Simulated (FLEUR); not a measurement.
# Si (I4_1/amd) in FLEUR: further runs

The runs below take Si through density of states, with LDA, r2SCAN, SCAN, TPSS.

All numbers are computed with FLEUR MaX-R8.1 (later development tree); they aren't measurements. Logs are shortened: lines on timing, memory, paths and dates and some standing lists are left out, and cuts for length are marked.

### 1 The crystal as given

The structure is tetragonal, space group I4_1/amd (No. 141). Conventional cell: a = 4.743 Å, b = 4.743 Å, c = 2.659 Å, α = 90.00°, β = 90.00°, γ = 90.00°. Si (site symmetry -4m2) has 6 Si at 2.46 to 2.66 Å as nearest neighbours.

This isn't the form of Si at room conditions, which is diamond.

### 2 Density of states, LDA

Input file inp.xml:

```xml
<?xml version="1.0" encoding="UTF-8" standalone="no"?>
<fleurInput fleurInputVersion="0.39">
   <comment>
      Si                                                                                                  
   </comment>
   <calculationSetup>
      <cutoffs Kmax="4.6" Gmax="14.3" GmaxXC="14.3" numbands="0"/>
      <scfLoop itmax="60" minDistance="0.00001" maxIterBroyd="15" imix="Anderson" alpha="0.05" precondParam="0.0" spinf="2.0" sdNocoIR="T"/>
      <coreElectrons ctail="T" frcor="F" kcrel="0" coretail_lmax="0"/>
      <xcFunctional name="vwn" relativisticCorrections="F"/>
      <magnetism jspins="1"/>
      <soc l_soc="F" theta="0.0" phi="0.0" spav="F"/>
      <expertModes spex="0" secvar="F"/>
      <geometryOptimization l_f="F" forcealpha="1.0" forcemix="BFGS" epsdisp="0.00001" epsforce="0.00001"/>
      <ldaU l_linMix="F" mixParam="0.05" spinf="1.0"/>
   </calculationSetup>
   <cell>
      <bzIntegration valenceElectrons="24.0" mode="hist" fermiSmearingEnergy="0.00183747">
         <kPointListSelection listName="default-1"/>
         <!-- k-points included here -->
         <xi:include xmlns:xi="http://www.w3.org/2001/XInclude" href="kpts.xml"> </xi:include>
      </bzIntegration>
      <!-- symmetry operations included here -->
      <xi:include xmlns:xi="http://www.w3.org/2001/XInclude" href="sym.xml"> </xi:include>
      <bulkLattice scale="1.0">
         <bravaisMatrix>
            <row-1>   -4.4812441949665560     4.4812441949665560     2.5119475338206350</row-1>
            <row-2>    4.4812441949665560    -4.4812441949665560     2.5119475338206350</row-2>
            <row-3>    4.4812441949665560     4.4812441949665560    -2.5119475338206350</row-3>
         </bravaisMatrix>
      </bulkLattice>
   </cell>
   <atomSpecies>
      <species name="Silicon (Si)" element="Si" atomicNumber="14">
         <mtSphere radius="2.13" gridPoints="715" logIncrement="0.016"/>
         <atomicCutoffs lmax="9" lnonsphr="9"/>
         <electronConfig flipSpins="F">
            <coreConfig>(1s1/2)</coreConfig>
            <valenceConfig>(2s1/2) (2p1/2) (2p3/2) (3s1/2) (3p1/2) (3p3/2)</valenceConfig>
            <stateOccupation state="(3p1/2)" spinUp="0.333333" spinDown="0.333333"/>
            <stateOccupation state="(3p3/2)" spinUp="0.666667" spinDown="0.666667"/>
         </electronConfig>
         <energyParameters s="3" p="3" d="3" f="4"/>
         <lo type="SCLO" l="0" n="2" eDeriv="0"/>
         <lo type="SCLO" l="1" n="2" eDeriv="0"/>
         <lo type="SCLO" l="2" n="3" eDeriv="2"/>
         <lo type="SCLO" l="3" n="4" eDeriv="2"/>
      </species>
   </atomSpecies>
   <atomGroups>
      <atomGroup species="Silicon (Si)">
         <relPos label="                   1">-3.000/8.000 3.000/8.000 -1.000/4.000</relPos>
         <relPos label="                   2">3.000/8.000 -3.000/8.000 1.000/4.000</relPos>
         <force calculate="T" relaxXYZ="TTT"/>
      </atomGroup>
   </atomGroups>
   <output dos="F" band="F" slice="F">
      <checks vchk="F" cdinf="F"/>
      <bandDOS minEnergy="-.5*Htr" maxEnergy="0.5*Htr" sigma="0.015" storeEVData="T"/>
      <vacuumDOS vacdos="F" integ="F" star="F" nstars="0" locx1="0.0" locy1="0.0" locx2="0.0" locy2="0.0" nstm="0" tworkf="0.0"/>
      <unfoldingBand unfoldBand="F" supercellX="1" supercellY="1" supercellZ="1"/>
      <plotting iplot="0" polar="F">
         <plot TwoD="T" vec1="  1.0  0.0  0.0" vec2="  0.0  1.0  0.0" vec3="  0.0  0.0  1.0" zero="  0.0  0.0  0.0" file="plot"/>
      </plotting>
      <chargeDensitySlicing numkpt="0" minEigenval="0.0" maxEigenval="0.0" nnne="0" pallst="F"/>
      <specialOutput eonly="F"/>
      <moessbauerParams electricFieldGradient="T" isomerShift="T" coreHyperfine="T" valenceHyperfine="T"/>
      <magneticCircularDichroism mcd="F" energyLo="-10.0" energyUp="0.0"/>
   </output>
  <!-- We include the file relax.xml here to enable relaxations (see documentation) -->
  <xi:include xmlns:xi="http://www.w3.org/2001/XInclude" href="relax.xml"> <xi:fallback/> </xi:include>
</fleurInput>
```

Input file crystal.txt:

```
Si
&input cartesian=F /
-2.3713723045  2.3713723045  1.3292653899
2.3713723045  -2.3713723045  1.3292653899
2.3713723045  2.3713723045  -1.3292653899
1.8897261246
1.0 1.0 1.0

2
14 0.5000000000  0.5000000000  0.0000000000
14 0.2500000000  0.7500000000  0.5000000000

&kpt div1=11 div2=11 div3=11 gamma=T /
```

Input file inp.xml (dos):

```
<?xml version="1.0" encoding="UTF-8" standalone="no"?>
<fleurInput fleurInputVersion="0.39">
   <comment>
      Si                                                                                                  
   </comment>
   <calculationSetup>
      <cutoffs Kmax="4.6" Gmax="14.3" GmaxXC="14.3" numbands="0"/>
      <scfLoop itmax="60" minDistance="0.00001" maxIterBroyd="15" imix="Anderson" alpha="0.05" precondParam="0.0" spinf="2.0" sdNocoIR="T"/>
      <coreElectrons ctail="T" frcor="F" kcrel="0" coretail_lmax="0"/>
      <xcFunctional name="vwn" relativisticCorrections="F"/>
      <magnetism jspins="1"/>
      <soc l_soc="F" theta="0.0" phi="0.0" spav="F"/>
      <expertModes spex="0" secvar="F"/>
      <geometryOptimization l_f="F" forcealpha="1.0" forcemix="BFGS" epsdisp="0.00001" epsforce="0.00001"/>
      <ldaU l_linMix="F" mixParam="0.05" spinf="1.0"/>
   </calculationSetup>
   <cell>
      <bzIntegration valenceElectrons="24.0" mode="hist" fermiSmearingEnergy="0.00183747">
         <kPointListSelection listName="default-1"/>
         <!-- k-points included here -->
         <xi:include xmlns:xi="http://www.w3.org/2001/XInclude" href="kpts.xml"> </xi:include>
      </bzIntegration>
      <!-- symmetry operations included here -->
      <xi:include xmlns:xi="http://www.w3.org/2001/XInclude" href="sym.xml"> </xi:include>
      <bulkLattice scale="1.0">
         <bravaisMatrix>
            <row-1>   -4.4812441949665560     4.4812441949665560     2.5119475338206350</row-1>
            <row-2>    4.4812441949665560    -4.4812441949665560     2.5119475338206350</row-2>
            <row-3>    4.4812441949665560     4.4812441949665560    -2.5119475338206350</row-3>
         </bravaisMatrix>
      </bulkLattice>
   </cell>
   <atomSpecies>
      <species name="Silicon (Si)" element="Si" atomicNumber="14">
         <mtSphere radius="2.13" gridPoints="715" logIncrement="0.016"/>
         <atomicCutoffs lmax="9" lnonsphr="9"/>
         <electronConfig flipSpins="F">
            <coreConfig>(1s1/2)</coreConfig>
            <valenceConfig>(2s1/2) (2p1/2) (2p3/2) (3s1/2) (3p1/2) (3p3/2)</valenceConfig>
            <stateOccupation state="(3p1/2)" spinUp="0.333333" spinDown="0.333333"/>
            <stateOccupation state="(3p3/2)" spinUp="0.666667" spinDown="0.666667"/>
         </electronConfig>
         <energyParameters s="3" p="3" d="3" f="4"/>
         <lo type="SCLO" l="0" n="2" eDeriv="0"/>
         <lo type="SCLO" l="1" n="2" eDeriv="0"/>
         <lo type="SCLO" l="2" n="3" eDeriv="2"/>
         <lo type="SCLO" l="3" n="4" eDeriv="2"/>
      </species>
   </atomSpecies>
   <atomGroups>
      <atomGroup species="Silicon (Si)">
         <relPos label="                   1">-3.000/8.000 3.000/8.000 -1.000/4.000</relPos>
         <relPos label="                   2">3.000/8.000 -3.000/8.000 1.000/4.000</relPos>
         <force calculate="T" relaxXYZ="TTT"/>
      </atomGroup>
   </atomGroups>
   <output dos="T" band="F" slice="F">
      <checks vchk="F" cdinf="F"/>
      <bandDOS minEnergy="-0.8*Htr" maxEnergy="0.5*Htr" sigma="0.005" storeEVData="T"/>
      <vacuumDOS vacdos="F" integ="F" star="F" nstars="0" locx1="0.0" locy1="0.0" locx2="0.0" locy2="0.0" nstm="0" tworkf="0.0"/>
      <unfoldingBand unfoldBand="F" supercellX="1" supercellY="1" supercellZ="1"/>
      <plotting iplot="0" polar="F">
         <plot TwoD="T" vec1="  1.0  0.0  0.0" vec2="  0.0  1.0  0.0" vec3="  0.0  0.0  1.0" zero="  0.0  0.0  0.0" file="plot"/>
      </plotting>
      <chargeDensitySlicing numkpt="0" minEigenval="0.0" maxEigenval="0.0" nnne="0" pallst="F"/>
      <specialOutput eonly="F"/>
      <moessbauerParams electricFieldGradient="T" isomerShift="T" coreHyperfine="T" valenceHyperfine="T"/>
      <magneticCircularDichroism mcd="F" energyLo="-10.0" energyUp="0.0"/>
   </output>
  <!-- We include the file relax.xml here to enable relaxations (see documentation) -->
  <xi:include xmlns:xi="http://www.w3.org/2001/XInclude" href="relax.xml"> <xi:fallback/> </xi:include>
</fleurInput>
```

Potentials or basis: all-electron, FLAPW.

Run with:

```console
$ inpgen -f crystal.txt -profile fastHighL
$ # inp.xml edited to the form shown
$ fleur_MPI
$ fleur_MPI   # second run, on inp.xml (dos)
```

Log:

```text
Welcome to FLEUR        (www.flapw.de)
      MaX-Release 8.1          (www.max-centre.eu)

 ========== k-point set info ==========
 Selected k-point list: default-1
 k-point list type: mesh
 11 x 11 x 11
 Number of k points: 126

 ------------Calculation Setup---------------------------
 Number of MPI-tasks      :            1
 Number of PE/node        :            1
 Number of OMP-threads    :            1
 Most efficient MPI parallelization for:
           1           2           3           6           7           9          14          18          21          42          63         126
 Additional eigenvalue parallelization possible
 Number of basis functions:          404
 Approximate size of matrices (H+S) per k-point:         0.002 GB
 --------------------------------------------------------
 Iteration:     1   Distance:       5.48517170 me/bohr^3
 Iteration:     2   Distance:       5.19260747 me/bohr^3
 Iteration:     3   Distance:       0.88703746 me/bohr^3
 Iteration:     4   Distance:       0.35938471 me/bohr^3
 Iteration:     5   Distance:       0.09445790 me/bohr^3
 Iteration:     6   Distance:       0.01029620 me/bohr^3
 Iteration:     7   Distance:       0.00847322 me/bohr^3
 Iteration:     8   Distance:       0.00066106 me/bohr^3
 Iteration:     9   Distance:       0.00007053 me/bohr^3
 Iteration:    10   Distance:       0.00003504 me/bohr^3
 Iteration:    11   Distance:       0.00000306 me/bohr^3

 ********************************************************************
 Run finished successfully
 Stop message:
   all done
 ********************************************************************
```

output (dos):

```text
Welcome to FLEUR        (www.flapw.de)
      MaX-Release 8.1          (www.max-centre.eu)

 ========== k-point set info ==========
 Selected k-point list: default-1
 k-point list type: mesh
 11 x 11 x 11
 Number of k points: 126

 ------------Calculation Setup---------------------------
 Number of MPI-tasks      :            1
 Number of PE/node        :            1
 Number of OMP-threads    :            1
 Most efficient MPI parallelization for:
           1           2           3           6           7           9          14          18          21          42          63         126
 Additional eigenvalue parallelization possible
 Number of basis functions:          404
 Approximate size of matrices (H+S) per k-point:         0.002 GB
 --------------------------------------------------------
Local.1               Total                INT                  Sym                  MT:1s                MT:1p                MT:1d                MT:1f
 done:Local.1

 Note: DOS data (together with different weights) is also stored in the banddos.hdf file.
       A convenient way of extracting and plotting the data from that file is by making use of the

 ********************************************************************
 Run finished successfully
 Stop message:
   Charge density postprocessing done.
 ********************************************************************
```

out.xml (last iteration):

```text
<iteration numberForCurrentRun="   11" overallNumber="   11">
         <energyParameters units="Htr">
            <atomicEP atomType="1" spin="1" branch="3s" branchLowest="-4.55" branchHighest="1.21" value="-0.0060890776"/>
            <atomicEP atomType="1" spin="1" branch="3p" branchLowest="-2.97" branchHighest="1.67" value="0.1796980453"/>
            <atomicEP atomType="1" spin="1" branch="3d" branchLowest="-9.99" branchHighest="2.07" value="0.3747738427"/>
            <atomicEP atomType="1" spin="1" branch="4f" branchLowest="-9.99" branchHighest="4.27" value="0.5428012932"/>
            <loAtomicEP atomType="1" spin="1" branch="2s" branchLowest="-64.81" branchHighest="-4.55" value="-4.5565279952"/>
            <loAtomicEP atomType="1" spin="1" branch="2p" branchLowest="-9.99" branchHighest="-2.97" value="-2.9709255205"/>
            <loAtomicEP atomType="1" spin="1" branch="3d" branchLowest="-9.99" branchHighest="2.07" value="0.3747732181"/>
            <loAtomicEP atomType="1" spin="1" branch="4f" branchLowest="-9.99" branchHighest="4.27" value="0.5428041364"/>
         </energyParameters>
         <eigenvalues>
            <eigenvaluesAt spin="1" ikpt="1" k_x="0.00000000" k_y="0.00000000" k_z="0.00000000">
                      -4.5566119005       -4.5564590701       -2.9714669451       -2.9714488801       -2.9707676777
                      -2.9707676777       -2.9702204211       -2.9702204211       -0.1643879742        0.2559232843
                       0.2559232843        0.2790911315        0.4038678957        0.6209137604        0.6759824550
                       0.6772923129        0.6772923129        0.7222167105        0.7358128632
            </eigenvaluesAt>
            <eigenvaluesAt spin="1" ikpt="2" k_x="0.00000000" k_y="0.00000000" k_z="0.09090909">
                      -4.5566088095       -4.5564621512       -2.9714674487       -2.9714508036       -2.9707569628
                      -2.9707550578       -2.9702319588       -2.9702306430       -0.1605154308        0.2029676308
                       0.2594059484        0.3157714230        0.4298485133        0.5837083846        0.6546689827
                       0.6715548922        0.6925867917        0.7222075783        0.7487809062
            </eigenvaluesAt>
            <eigenvaluesAt spin="1" ikpt="3" k_x="0.00000000" k_y="0.00000000" k_z="0.18181818">
                      -4.5565997071       -4.5564711513       -2.9714687177       -2.9714555065       -2.9707253895
                      -2.9707188405       -2.9702648970       -2.9702605895       -0.1489133341        0.1383448524
                       0.2698449984        0.3426251665        0.4961478197        0.5278718818        0.6090861691
[... 15 lines left out ...]
            </mtCharges>
            <spinDependentCharge spin="1" total="24.0000000" interstitial="3.8493124" mtSpheres="20.1506876"/>
            <totalCharge value="24.0000000000"/>
         </valenceDensity>
         <coreStates atomType="     1" atomicNumber=" 14" spin="1" kinEnergy="    184.4249832039" eigValSum="   -129.6156332576" lostElectrons=" 0.000000">
            <state n="1" l="0" j="0.5" energy="-64.8078166288" weight="1.0000000000"/>
         </coreStates>
         <allElectronCharges>
            <spinDependentCharge spin="1" total="28.0000000" interstitial="3.8493124" mtSpheres="24.1506876"/>
            <totalCharge value="28.0000000002"/>
         </allElectronCharges>
         <moessbauerParams unitsHFF="kG" unitsIS="e/bohr^3" unitsEFG="Htr/bohr^2">
            <coreIsomerShift atomType="1" isTotal="1759.21626">
               <shell n="1" l="0" isomerShift="1759.21626"/>
            </coreIsomerShift>
            <isomerShift atomType="1" nucleusRadius="0.0000718" averageDensity="1892.20868"/>
            <electricFieldGradient atomType="1" VXX="-0.09659" VYY="-0.09659" VZZ="0.19317" asymParam="0.00000">
            </electricFieldGradient>
         </moessbauerParams>
         <totalEnergy                                    value="     -578.0744110891" units="Htr">
            <sumOfEigenvalues                            value="     -311.9595809699">
               <coreElectrons value="-259.2312665152"/>
               <valenceElectrons value="-52.7283144547"/>
            </sumOfEigenvalues>
            <densityCoulombPotentialIntegral value="-838.4870442124"/>
            <densityEffectivePotentialIntegral value="-890.9860126493"/>
            <chargeDenXCDenIntegral value="-39.7391756643"/>
            <FockExchangeEnergyValence value="0.0000000000"/>
            <FockExchangeEnergyCore value="0.0000000000"/>
            <atomTypeDependentContributions atomType="1">
               <electronNucleiInteractionDifferentMTs value="682.4874031147"/>
               <MadelungTerm value="-15.6307418834"/>
            </atomTypeDependentContributions>
            <tkbTimesEntropy value="0.0002508820"/>
            <freeEnergy value="-578.0746619711"/>
            <extrapolationTo0K value="-578.0745365301"/>
         </totalEnergy>
         <densityConvergence units="me/bohr^3">
            <chargeDensity spin="1" distance="0.0000030650"/>
         </densityConvergence>
      </iteration>
```

Run time: 64 s. Hardware: 1 thread of Arm Neoverse V1, shared host; peak memory 0.06 GiB.

What came out:

```
Free energy                                           : -15730.2129 eV
Band gap on the k mesh                                : none (metal or under the smearing width)
Valence electrons inside the program's atomic spheres : Si 10.08 (radii Si 2.13 bohr)
```

States per cell in windows of 1 eV (zero at the Fermi level; states under -8 eV left out):
```csv
from (eV),total,INT,MT:1p,MT:1s,MT:1d,MT:1f,Sym
-8.0,0.57,0.26,0.04,0.12,0.01,0.00,0.00
-7.0,0.57,0.27,0.06,0.09,0.01,0.00,0.00
-6.0,0.61,0.30,0.08,0.06,0.01,0.00,0.00
-5.0,0.70,0.35,0.11,0.06,0.01,0.00,0.00
-4.0,0.78,0.38,0.13,0.05,0.01,0.00,0.00
-3.0,1.03,0.50,0.20,0.04,0.02,0.00,0.00
-2.0,0.86,0.40,0.18,0.03,0.02,0.00,0.00
-1.0,0.67,0.31,0.13,0.03,0.02,0.00,0.00
0.0,0.71,0.33,0.13,0.03,0.03,0.00,0.00
1.0,0.75,0.36,0.11,0.04,0.04,0.00,0.00
2.0,0.90,0.44,0.11,0.05,0.06,0.00,0.00
3.0,1.11,0.53,0.15,0.06,0.08,0.00,0.00
```

Core levels (eV from the Fermi level):
| atom | levels |
| --- | --- |
| 1 Si | 1s1/2 -1772.9 |
| 2 Si | 1s1/2 -1772.9 |

(Part 1 of 2 ends here.)
